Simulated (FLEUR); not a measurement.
# GaP (F-43m) in FLEUR: further runs, part 2 of 2

FLEUR MaX-R8.1 (later development tree). The steps go on from the part before.

### Step 3. Equation of state, Wu-Cohen GGA, 19.03 Å³/atom (volume scaled by 0.94)

Changes to inp.xml since step 2:

```diff
@@ -6,3 +6,3 @@
    <calculationSetup>
-      <cutoffs Kmax="5.05" Gmax="15.7" GmaxXC="15.7" numbands="0"/>
+      <cutoffs Kmax="5.21" Gmax="16.2" GmaxXC="16.2" numbands="0"/>
       <scfLoop itmax="60" minDistance="0.00001" maxIterBroyd="15" imix="Anderson" alpha="0.05" precondParam="0.0" spinf="2.0" sdNocoIR="T"/>
@@ -24,3 +24,3 @@
       <xi:include xmlns:xi="http://www.w3.org/2001/XInclude" href="sym.xml"> </xi:include>
-      <bulkLattice scale="1.0">
+      <bulkLattice scale="0.9795861087">
          <bravaisMatrix>
@@ -34,3 +34,3 @@
       <species name="Gallium (Ga)" element="Ga" atomicNumber="31">
-         <mtSphere radius="2.19" gridPoints="725" logIncrement="0.017"/>
+         <mtSphere radius="2.13" gridPoints="725" logIncrement="0.017"/>
          <atomicCutoffs lmax="9" lnonsphr="7"/>
@@ -51,3 +51,3 @@
       <species name="Phosphorous (P)" element="P" atomicNumber="15">
-         <mtSphere radius="1.94" gridPoints="641" logIncrement="0.018"/>
+         <mtSphere radius="1.88" gridPoints="641" logIncrement="0.018"/>
          <atomicCutoffs lmax="8" lnonsphr="6"/>
```

Potentials or basis: all-electron, FLAPW.

The run is started by

```
$ inpgen -f crystal.txt -profile fastHighL
$ # inp.xml edited to the form shown
$ fleur_MPI
```

Log:

```text
Welcome to FLEUR        (www.flapw.de)
      MaX-Release 8.1          (www.max-centre.eu)

 ========== k-point set info ==========
 Selected k-point list: default-1
 k-point list type: mesh
 8 x 8 x 8
 Number of k points: 29

 ------------Calculation Setup---------------------------
 Number of MPI-tasks      :            1
 Number of PE/node        :            1
 Number of OMP-threads    :            1
 Most efficient MPI parallelization for:
           1          29
 Additional eigenvalue parallelization possible
 Number of basis functions:          704
 Approximate size of matrices (H+S) per k-point:         0.015 GB
 --------------------------------------------------------
 Iteration:     1   Distance:       8.76603745 me/bohr^3
 Iteration:     2   Distance:       8.00958149 me/bohr^3
 Iteration:     3   Distance:       4.36681598 me/bohr^3
 Iteration:     4   Distance:       1.35819677 me/bohr^3
 Iteration:     5   Distance:       1.10594882 me/bohr^3
 Iteration:     6   Distance:       0.25991835 me/bohr^3
 Iteration:     7   Distance:       0.13665059 me/bohr^3
 Iteration:     8   Distance:       0.03335992 me/bohr^3
 Iteration:     9   Distance:       0.00665833 me/bohr^3
 Iteration:    10   Distance:       0.00326612 me/bohr^3
 Iteration:    11   Distance:       0.00045446 me/bohr^3
 Iteration:    12   Distance:       0.00040897 me/bohr^3
 Iteration:    13   Distance:       0.00009699 me/bohr^3
 Iteration:    14   Distance:       0.00000771 me/bohr^3

 ********************************************************************
 Run finished successfully
 Stop message:
   all done
 ********************************************************************
```

out.xml (last iteration):

```text
<iteration numberForCurrentRun="   14" overallNumber="   14">
         <energyParameters units="Htr">
            <atomicEP atomType="1" spin="1" branch="4s" branchLowest="-5.02" branchHighest="1.37" value="-0.0633956374"/>
            <atomicEP atomType="1" spin="1" branch="4p" branchLowest="-3.21" branchHighest="2.06" value="0.1158441607"/>
            <atomicEP atomType="1" spin="1" branch="3d" branchLowest="-9.99" branchHighest="-0.24" value="-0.2946089694"/>
            <atomicEP atomType="1" spin="1" branch="4f" branchLowest="-9.99" branchHighest="3.85" value="0.4577462108"/>
            <loAtomicEP atomType="1" spin="1" branch="3s" branchLowest="-45.95" branchHighest="-5.02" value="-5.0255161010"/>
            <loAtomicEP atomType="1" spin="1" branch="3p" branchLowest="-39.96" branchHighest="-3.21" value="-3.2222603976"/>
            <loAtomicEP atomType="1" spin="1" branch="3p" branchLowest="-39.96" branchHighest="-3.21" value="-3.2222603976"/>
            <heloAtomicEP atomType="1" spin="1" branch="4d" branchLowest="2.39" branchHighest="2.39" value="2.3914938470"/>
            <heloAtomicEP atomType="1" spin="1" branch="4d" branchLowest="2.39" branchHighest="2.39" value="2.3914938470"/>
            <loAtomicEP atomType="1" spin="1" branch="4f" branchLowest="-9.99" branchHighest="3.85" value="0.4577486688"/>
            <atomicEP atomType="2" spin="1" branch="3s" branchLowest="-5.92" branchHighest="1.35" value="-0.2665943858"/>
            <atomicEP atomType="2" spin="1" branch="3p" branchLowest="-4.11" branchHighest="1.88" value="-0.0635868451"/>
            <atomicEP atomType="2" spin="1" branch="3d" branchLowest="-9.99" branchHighest="2.30" value="0.1359717245"/>
            <atomicEP atomType="2" spin="1" branch="4f" branchLowest="-9.99" branchHighest="5.16" value="0.3016454210"/>
            <loAtomicEP atomType="2" spin="1" branch="2p" branchLowest="-9.99" branchHighest="-4.11" value="-4.1125061837"/>
            <loAtomicEP atomType="2" spin="1" branch="3s" branchLowest="-5.92" branchHighest="1.35" value="-0.2665943858"/>
            <loAtomicEP atomType="2" spin="1" branch="3d" branchLowest="-9.99" branchHighest="2.30" value="0.1359725145"/>
            <loAtomicEP atomType="2" spin="1" branch="4f" branchLowest="-9.99" branchHighest="5.16" value="0.3016491471"/>
         </energyParameters>
         <eigenvalues>
            <eigenvaluesAt spin="1" ikpt="1" k_x="0.00000000" k_y="0.00000000" k_z="0.00000000">
                      -5.0255131123       -4.1123765800       -4.1123765800       -4.1123765800       -3.2205628364
                      -3.2205628364       -3.2205628364       -0.3034938125       -0.3034938125       -0.3034938125
                      -0.2990723875       -0.2990723875       -0.2417955682        0.2361919277        0.2361919277
                       0.2361919277        0.3177086130        0.3761246673        0.3761246673        0.3761246673
                       0.5606388108        0.5961970270        0.5961970270        0.6945272475        0.6945272475
            </eigenvaluesAt>
            <eigenvaluesAt spin="1" ikpt="2" k_x="0.00000000" k_y="0.00000000" k_z="0.12500000">
                      -5.0255130868       -4.1123763823       -4.1123763823       -4.1123761236       -3.2205631408
                      -3.2205628462       -3.2205628462       -0.3041889411       -0.3032813846       -0.3032813846
                      -0.2990756576       -0.2990756576       -0.2336639261        0.1746268893        0.2267607419
                       0.2267607419        0.3347882247        0.3901230138        0.3901230138        0.4030215750
                       0.5714106784        0.5714106784        0.5954515843        0.6690960765        0.7460944337
            </eigenvaluesAt>
            <eigenvaluesAt spin="1" ikpt="3" k_x="0.00000000" k_y="0.00000000" k_z="0.25000000">
                      -5.0255130347       -4.1123763622       -4.1123763375       -4.1123763375       -3.2205641738
                      -3.2205629592       -3.2205629592       -0.3056391459       -0.3028302728       -0.3028302728
                      -0.2990200737       -0.2990200737       -0.2106531077        0.0868788027        0.2093678827
[... 17 lines left out ...]
               <mtCharge atomType="2" total="8.4500641" s="0.9637968" p="7.4455999" d="0.0374472" f="0.0025296"/>
            </mtCharges>
            <spinDependentCharge spin="1" total="32.0000000" interstitial="4.3349625" mtSpheres="27.6650375"/>
            <totalCharge value="32.0000000000"/>
         </valenceDensity>
         <coreStates atomType="     1" atomicNumber=" 31" spin="1" kinEnergy="   1694.8729759325" eigValSum="  -1082.3991334259" lostElectrons=" 0.000000">
            <state n="1" l="0" j="0.5" energy="-375.3437906205" weight="1.0000000000"/>
            <state n="2" l="0" j="0.5" energy="-45.9495927912" weight="1.0000000000"/>
            <state n="2" l="1" j="0.5" energy="-40.6463897948" weight="1.0000000000"/>
            <state n="2" l="1" j="1.5" energy="-39.6298967532" weight="2.0000000000"/>
         </coreStates>
         <coreStates atomType="     2" atomicNumber=" 15" spin="1" kinEnergy="    245.1974147212" eigValSum="   -163.9787043058" lostElectrons=" 0.000236">
            <state n="1" l="0" j="0.5" energy="-76.0677034264" weight="1.0000000000"/>
            <state n="2" l="0" j="0.5" energy="-5.9216487265" weight="1.0000000000"/>
         </coreStates>
         <allElectronCharges>
            <spinDependentCharge spin="1" total="46.0000000" interstitial="4.3351975" mtSpheres="41.6648025"/>
            <totalCharge value="45.9999999978"/>
         </allElectronCharges>
         <moessbauerParams unitsHFF="kG" unitsIS="e/bohr^3" unitsEFG="Htr/bohr^2">
            <coreIsomerShift atomType="1" isTotal="27977.78381">
               <shell n="1" l="0" isomerShift="25426.00275"/>
               <shell n="2" l="0" isomerShift="2531.06543"/>
               <shell n="2" l="1" isomerShift="20.71563"/>
            </coreIsomerShift>
            <coreIsomerShift atomType="2" isTotal="2372.59820">
               <shell n="1" l="0" isomerShift="2209.91328"/>
               <shell n="2" l="0" isomerShift="162.68492"/>
            </coreIsomerShift>
            <isomerShift atomType="1" nucleusRadius="0.0000972" averageDensity="28377.62224"/>
            <isomerShift atomType="2" nucleusRadius="0.0000742" averageDensity="2385.07547"/>
            <electricFieldGradient atomType="1" VXX="0.00000" VYY="0.00000" VZZ="0.00000" asymParam="0.00000">
            </electricFieldGradient>
            <electricFieldGradient atomType="2" VXX="0.00000" VYY="0.00000" VZZ="0.00000" asymParam="0.00000">
            </electricFieldGradient>
         </moessbauerParams>
         <totalEnergy                                    value="    -2285.5481900024" units="Htr">
            <sumOfEigenvalues                            value="    -1303.1292107283">
               <coreElectrons value="-1246.3778377317"/>
               <valenceElectrons value="-56.7513729966"/>
            </sumOfEigenvalues>
            <densityCoulombPotentialIntegral value="-3499.8366162587"/>
            <densityEffectivePotentialIntegral value="-3628.0682535415"/>
            <chargeDenXCDenIntegral value="-98.2400756726"/>
            <FockExchangeEnergyValence value="0.0000000000"/>
            <FockExchangeEnergyCore value="0.0000000000"/>
            <atomTypeDependentContributions atomType="1">
               <electronNucleiInteractionDifferentMTs value="2336.3485995993"/>
               <MadelungTerm value="-14.8484057722"/>
            </atomTypeDependentContributions>
            <atomTypeDependentContributions atomType="2">
               <electronNucleiInteractionDifferentMTs value="400.9257312346"/>
               <MadelungTerm value="-10.2061124077"/>
            </atomTypeDependentContributions>
            <tkbTimesEntropy value="0.0000000000"/>
            <freeEnergy value="-2285.5481900024"/>
            <extrapolationTo0K value="-2285.5481900024"/>
         </totalEnergy>
         <densityConvergence units="me/bohr^3">
            <chargeDensity spin="1" distance="0.0000077145"/>
         </densityConvergence>
      </iteration>
```

It took 2.6 min on 1 thread of Arm Neoverse V1, shared host; peak memory 0.08 GiB.

What came out:

```yaml
Free_energy: -62192.9346 eV
Band_gap_on_the_k_mesh: 1.38 eV, indirect (least direct gap 2.22 eV)
Valence_electrons_inside_the_program's_atomic_spheres: Ga 19.21; P 8.45 (radii Ga 2.13, P 1.88 bohr)
```

### Step 4. Equation of state, Wu-Cohen GGA, 19.43 Å³/atom (volume scaled by 0.96)

Changes to inp.xml since step 3:

```diff
@@ -24,3 +24,3 @@
       <xi:include xmlns:xi="http://www.w3.org/2001/XInclude" href="sym.xml"> </xi:include>
-      <bulkLattice scale="0.9795861087">
+      <bulkLattice scale="0.9864848297">
          <bravaisMatrix>
```

The run is started by

```
$ inpgen -f crystal.txt -profile fastHighL
$ # inp.xml edited to the form shown
$ fleur_MPI
```

Wall time 2.8 min (1 thread of Arm Neoverse V1, shared host); peak memory 0.08 GiB.

The run converged. Its results:

* Free energy: -62192.9560 eV
* Band gap on the k mesh: 1.42 eV, indirect (least direct gap 2.04 eV)
* Valence electrons inside the program's atomic spheres: Ga 19.19; P 8.44 (radii Ga 2.13, P 1.88 bohr)

### Step 5. Equation of state, Wu-Cohen GGA, 20.24 Å³/atom

Changes to inp.xml since step 4:

```diff
@@ -24,3 +24,3 @@
       <xi:include xmlns:xi="http://www.w3.org/2001/XInclude" href="sym.xml"> </xi:include>
-      <bulkLattice scale="0.9864848297">
+      <bulkLattice scale="1.0000000000">
          <bravaisMatrix>
```

The run is started by

```
$ inpgen -f crystal.txt -profile fastHighL
$ # inp.xml edited to the form shown
$ fleur_MPI
```

Wall time 3.1 min (1 thread of Arm Neoverse V1, shared host); peak memory 0.08 GiB.

Results (log left out):

```yaml
Free_energy: -62192.9686 eV
Band_gap_on_the_k_mesh: 1.51 eV, indirect (least direct gap 1.70 eV)
Valence_electrons_inside_the_program's_atomic_spheres: Ga 19.15; P 8.41 (radii Ga 2.13, P 1.88 bohr)
```

### Step 6. Equation of state, Wu-Cohen GGA, 21.05 Å³/atom (volume scaled by 1.04)

Changes to inp.xml since step 5:

```diff
@@ -24,3 +24,3 @@
       <xi:include xmlns:xi="http://www.w3.org/2001/XInclude" href="sym.xml"> </xi:include>
-      <bulkLattice scale="1.0000000000">
+      <bulkLattice scale="1.0131594038">
          <bravaisMatrix>
```

Potentials or basis: all-electron, FLAPW.

The run is started by

```
$ inpgen -f crystal.txt -profile fastHighL
$ # inp.xml edited to the form shown
$ fleur_MPI
```

It took 3.2 min on 1 thread of Arm Neoverse V1, shared host; peak memory 0.08 GiB.

The run converged. Its results:

```
Free energy                                           : -62192.9476 eV
Band gap on the k mesh                                : 1.39 eV, direct
Valence electrons inside the program's atomic spheres : Ga 19.12; P 8.39 (radii Ga 2.13, P 1.88 bohr)
```

### Step 7. Equation of state, Wu-Cohen GGA, 21.45 Å³/atom (volume scaled by 1.06)

Changes to inp.xml since step 6:

```diff
@@ -24,3 +24,3 @@
       <xi:include xmlns:xi="http://www.w3.org/2001/XInclude" href="sym.xml"> </xi:include>
-      <bulkLattice scale="1.0131594038">
+      <bulkLattice scale="1.0196128224">
          <bravaisMatrix>
```

The run is started by

```
$ inpgen -f crystal.txt -profile fastHighL
$ # inp.xml edited to the form shown
$ fleur_MPI
```

Run time: 3.3 min. Hardware: 1 thread of Arm Neoverse V1, shared host; peak memory 0.08 GiB.

The run converged. Its results:

```yaml
Free_energy: -62192.9266 eV
Band_gap_on_the_k_mesh: 1.23 eV, direct
Valence_electrons_inside_the_program's_atomic_spheres: Ga 19.10; P 8.38 (radii Ga 2.13, P 1.88 bohr)
```

### Step 8. Equation of state, Wu-Cohen GGA

No new run: the results of the series are fitted here.

Results:

| Quantity | Value |
| --- | --- |
| Equilibrium volume | 20.11 Å³/atom |
| Bulk modulus | 85 GPa |
| Pressure derivative of the bulk modulus | 4.5 (rough: it moves with the points fitted) |

Energy against volume, from the lowest point:
```
volume (Å³/atom)  energy (meV/atom)
          19.026              16.99
          19.431               6.29
          20.240               0.00
          21.050              10.50
          21.455              20.99
```

### Step 9. Comparison with measurements

Step 2. Against the measured gap of GaP, 2.34 eV (indirect; 10 K; quoted in “Stacking defects in GaP nanowires: Electronic structure and optical properties”, 2018, arxiv:1810.01194), the calculated 1.46 eV is off by -0.88 eV. Spin-orbit coupling on Ga is left out. The value is that of Wu-Cohen GGA, without temperature or zero-point motion.

Step 8. A measured bulk modulus of GaP is 87.5 GPa (“Phosphorous dimerization in GaP at high pressure”, 2017, arxiv:1709.06667); the calculated 85 GPa misses it by -2.7 %. The fit is for a static lattice scaled at fixed shape and fixed fractional positions.
